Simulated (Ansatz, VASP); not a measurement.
**Two plane-wave programs on Ti**

```
CELL_PARAMETERS angstrom
4.42273 0.00000 0.00000
-2.21136 3.83019 0.00000
0.00000 0.00000 2.73727
ATOMIC_POSITIONS crystal
Ti 0.00000 0.00000 0.00000
Ti 0.33333 0.66667 0.50000
Ti 0.66667 0.33333 0.50000
```

Alike in both runs: task single point; functional BLYP; k mesh 9 × 9 × 12; occupations fermi-dirac, width 0.1 eV; no spin polarisation.

|  | VASP | Ansatz |
| --- | --- | --- |
| version | VASP 6.6.1 | Ansatz 0.2.0 |
| potentials or method | VASP PAW PBE potentials, release 64 (Ti_sv) | plane waves (420 eV) with PAW, scalar-relativistic |
| plane-wave cutoff (eV) | 520 | 420 |
| valence electrons in the cell | 36 | 36 |

Ansatz gave:

- pressure (GPa): 17.0
- largest component of the traceless stress (GPa): 0.61

Task: Which values does VASP return?

Result: Pressure (GPa): 16.8; largest component of the traceless stress (GPa): 0.61.

The functional is the same, so the differences come from potentials, cutoffs and numerics.

Caveats: so large a pressure means that the cell lies far from this level's equilibrium, or that cutoff or potentials fall short (VASP); the potentials were made for another functional, which shifts forces and pressure (VASP).
